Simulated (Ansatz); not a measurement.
Theory: DFT PBE, scalar-relativistic, plane waves, PAW in Ansatz. All cells share a 420 eV cutoff and Γ-centred k meshes spaced at most about 0.3 Å⁻¹ (about 0.25 or finer for metals, 2π included). No spin polarisation.

All energies are static (0 K, no zero-point motion).

**Question.** Order these relaxed structures of Be₂Se by energy, lowest first, with the energy over the lowest of them.
A.

```cif
data_structure
_symmetry_space_group_name_H-M 'P4/nmm:1'
_symmetry_Int_Tables_number 129
_cell_length_a 3.2262
_cell_length_b 3.2262
_cell_length_c 8.4436
_cell_angle_alpha 90.000
_cell_angle_beta 90.000
_cell_angle_gamma 90.000
_cell_volume 87.88
loop_
_atom_site_label
_atom_site_type_symbol
_atom_site_symmetry_multiplicity
_atom_site_Wyckoff_symbol
_atom_site_fract_x
_atom_site_fract_y
_atom_site_fract_z
_atom_site_occupancy
Be1 Be 2 a 0.50000 0.50000 0.00000 1
Be2 Be 2 c 0.50000 0.00000 0.79730 1
Se1 Se 2 c 0.50000 0.00000 0.28574 1
```

B.

```cif
data_structure
_symmetry_space_group_name_H-M 'P6_3/mmc'
_symmetry_Int_Tables_number 194
_cell_length_a 3.4528
_cell_length_b 3.4528
_cell_length_c 8.0932
_cell_angle_alpha 90.000
_cell_angle_beta 90.000
_cell_angle_gamma 120.000
_cell_volume 83.56
loop_
_atom_site_label
_atom_site_type_symbol
_atom_site_symmetry_multiplicity
_atom_site_Wyckoff_symbol
_atom_site_fract_x
_atom_site_fract_y
_atom_site_fract_z
_atom_site_occupancy
Be1 Be 4 f 0.33333 0.66667 0.57811 1
Se1 Se 2 c 0.33333 0.66667 0.25000 1
```

C.

```cif
data_structure
_symmetry_space_group_name_H-M 'Fm-3m'
_symmetry_Int_Tables_number 225
_cell_length_a 5.7109
_cell_length_b 5.7109
_cell_length_c 5.7109
_cell_angle_alpha 90.000
_cell_angle_beta 90.000
_cell_angle_gamma 90.000
_cell_volume 186.26
loop_
_atom_site_label
_atom_site_type_symbol
_atom_site_symmetry_multiplicity
_atom_site_Wyckoff_symbol
_atom_site_fract_x
_atom_site_fract_y
_atom_site_fract_z
_atom_site_occupancy
Be1 Be 8 c 0.25000 0.25000 0.75000 1
Se1 Se 4 a 0.00000 0.00000 0.00000 1
```

**Answer.** A (0 meV/atom), B (173 meV/atom), C (565 meV/atom). Forms: A P4/nmm; B P6_3/mmc; C anti-fluorite type, Fm-3m. Counting Se atoms around Be (those within 1.25 times the shortest such distance or 1.15 times the sum of covalent radii, 1.27 where that leaves under three; a plus sign parts nearer from farther groups; the shortest distance is added where it exceeds 1.18 times the sum of covalent radii; a slash parts the counts of unlike sites): A has Be 4/4 from 2.9 Å; B has Be 3+1; C has Be 4. All come from invented guesses. The lowest form computed isn't among them: it has space group P-4m2 (No. 115), 15.1 Å³/atom and lies 0.32 eV/atom below the best shown. Even the lowest of the cells shown lies +0.19 eV/atom against the elements.

No dispersion correction is applied, so the spacing and binding between layers, chains or molecules are poorly described (P4/nmm), and this can change margins and order among such cells. Cells relaxed within their symmetry can be saddle points. Some types were kept out of the candidates beforehand, so the set may lack a known form.
